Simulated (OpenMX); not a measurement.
# BP under changes of volume

One of the cells (11.682 Å³/atom); the others are scaled copies at fixed shape and fractional positions:

```
CELL_PARAMETERS angstrom
0.00000 2.26900 2.26900
2.26900 0.00000 2.26900
2.26900 2.26900 0.00000
ATOMIC_POSITIONS crystal
P 0.75000 0.75000 0.75000
B 0.00000 0.00000 0.00000
```

| Quantity | Value |
| --- | --- |
| Program | OpenMX 3.8.5 |
| Functional | PBE |
| Potentials or basis | OpenMX 2013 PBE set, P7.0-s2p2d1, B7.0-s2p2, fixed grid of 27 × 27 × 27 points |
| k mesh | 11 × 11 × 11 |
| Occupations | fermi-dirac, width 0.05 eV |
| Spin | no spin polarisation |

| volume (Å³/atom) | energy over the lowest point (meV/atom) | gap on the mesh (eV) |
| --- | --- | --- |
| 10.981 | 30.62 | 1.34 |
| 11.214 | 14.78 | 1.38 |
| 11.448 | 4.73 | 1.41 |
| 11.682 | 0.00 | 1.45 |
| 11.915 | ? | ? |
| 12.149 | 4.50 | 1.50 |
| 12.383 | 12.89 | 1.52 |

Q: What does the run at 11.915 Å³/atom give?

A: Energy over the lowest point 0.08 meV/atom; gap on the mesh 1.48 eV.

Worked out: A Birch-Murnaghan fit of order 3 (a polynomial in V^(-2/3)) to the other rows has its minimum at 11.79 Å³/atom with B0 = V·E''(V) = 158 GPa and B' = 4.0. It gives 0.07 meV/atom at 11.915 Å³/atom, against the run's 0.08. A parabola through the other rows of the gap, of slope 1.35 eV per unit of ln V there, gives 1.47 eV, against the run's 1.48.

Energies are extrapolated to zero smearing.

Caveats: an odd mesh through Γ misses points on the zone boundary, where band edges often lie; the basis of atomic orbitals isn't converged, which shifts pressures, moduli and gaps.
